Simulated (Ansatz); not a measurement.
Runs of Ansatz 0.2.0 on NiO. The structure is cubic, space group Fm-3m (No. 225). Conventional cell: a = 4.172 Å, b = 4.172 Å, c = 4.172 Å, α = 90.00°, β = 90.00°, γ = 90.00°. Ni (site symmetry m-3m) is surrounded by 6 O at 2.09 Å. Around O (site symmetry m-3m) lie 6 Ni at 2.09 Å. 

| task | level | spin | cell | cutoff (eV) | smearing | gap on the mesh (eV) | pressure (GPa) | moment (μB) | relaxed volume (Å³/atom) |
| --- | --- | --- | --- | --- | --- | --- | --- | --- | --- |
| relaxation of cell and atoms | PBE+D3(BJ) | collinear, ferromagnetic start | relaxed | - | fermi-dirac 0.05 eV | - | 0.0 | 1.81 | (a) |
| single point | PBE | collinear, ferromagnetic start | as given | 378 | gaussian 0.03 eV | none | 6.6 | 1.82 | - |
| relaxation of cell and atoms | PBE+D4 | collinear, ferromagnetic start | relaxed | - | fermi-dirac 0.05 eV | - | 0.0 | 1.80 | 9.17 |
| single point | PBE | collinear, ferromagnetic start | as given | 378 | gaussian 0.012 eV | none | 6.6 | 1.81 | - |
| relaxation of cell and atoms | BLYP | collinear, ferromagnetic start | relaxed | - | fermi-dirac 0.05 eV | - | 0.0 | 1.89 | 9.82 |
| relaxation of cell and atoms | BLYP | collinear, program default start | relaxed | - | tetrahedron | none | 0.0 | (b) | (c) |

Alike in all rows: potentials or basis all-electron LAPW, scalar-relativistic; k mesh 11 × 11 × 11; basis error allowed 0.001 eV/atom.

Q: Estimate the missing entries.

A: (a) 9.21; (b) 1.96; (c) 9.86.

Caveats: a cell with one magnetic atom can't hold antiferromagnetic order, which such compounds often take; semilocal functionals often make such compounds metallic where correlation or magnetic order opens a gap, which also shifts bond lengths (some runs); with tetrahedron occupations forces and stress needn't match the slope of the energy (some runs).

A gap of «none» marks a metal or a gap under the smearing width.
